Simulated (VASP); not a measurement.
TiO2:

```xyz
6
Lattice="4.5998 0.0000 0.0000 0.0000 4.5998 0.0000 0.0000 0.0000 2.9592" Properties=species:S:1:pos:R:3 pbc="T T T"
Ti    0.0000    0.0000    1.4796
Ti    2.2999    2.2999    0.0000
O     1.3998    1.3998    1.4796
O     0.9001    3.6997    0.0000
O     3.6997    0.9001    0.0000
O     3.2000    3.2000    1.4796
```

The cell is a database's computed one.

Base run:

* Program: VASP 6.6.1
* Functional: MS2
* Potentials or basis: VASP PAW PBE potentials, release 64 (Ti_sv, O)
* Cutoff: 520 eV
* k mesh: 6 × 6 × 9
* Occupations: fermi-dirac, width 0.05 eV
* Spin: no spin polarisation

Its results: band gap on the k mesh 2.21 eV, direct; pressure 1.1 GPa; largest force 0.020 eV/Å.

Q: The run is repeated on the same cell with these changes: functional from MS2 to revTPSS; further incar settings from ALGO = Normal; EDIFF = 1e-07; NBANDS = 33 to ALGO = Normal; EDIFF = 1e-06; NBANDS = 33. What comes out?

A: Band gap on the k mesh 1.97 eV, direct; pressure 4.3 GPa; largest force 0.104 eV/Å.

Caveats: the PAW data sets were made with another functional, which shifts forces and pressure a little.
